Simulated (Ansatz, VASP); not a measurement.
## Two plane-wave programs on KBr

```
K Br
1.0
     3.09570    3.09570    0.00000
    -3.09570    3.09570    0.00000
     0.00000    3.09570    3.09570
K Br
1 1
Direct
  0.00000 0.00000 0.00000
  0.50000 0.50000 0.00000
```

Alike in both runs: functional PBEsol; k mesh 6 × 6 × 6; no spin polarisation.

Ansatz relaxed the structure, and its values are those at the end. VASP's run is a single point on that final structure, the one shown.

```csv
,VASP,Ansatz
version,VASP 6.6.1,Ansatz 0.2.0
potentials or method,"VASP PAW PBE potentials, release 64 (K_sv, Br)","PAW with Ansatz's default frozen-core files, scalar-relativistic"
plane-wave cutoff (eV),520,420
occupations,"gaussian, width 0.01 eV",fixed
valence electrons in the cell,16,16
```

|  | VASP | Ansatz | Ansatz less VASP |
| --- | --- | --- | --- |
| gap on the k mesh at the Fermi level (eV) | 4.81 | 4.82 | +0.004 |
| pressure (GPa) | 4.1 | 4.0 | -0.13 |

Caveats: the PAW data sets were made with another functional, which shifts forces and pressure a little (VASP).
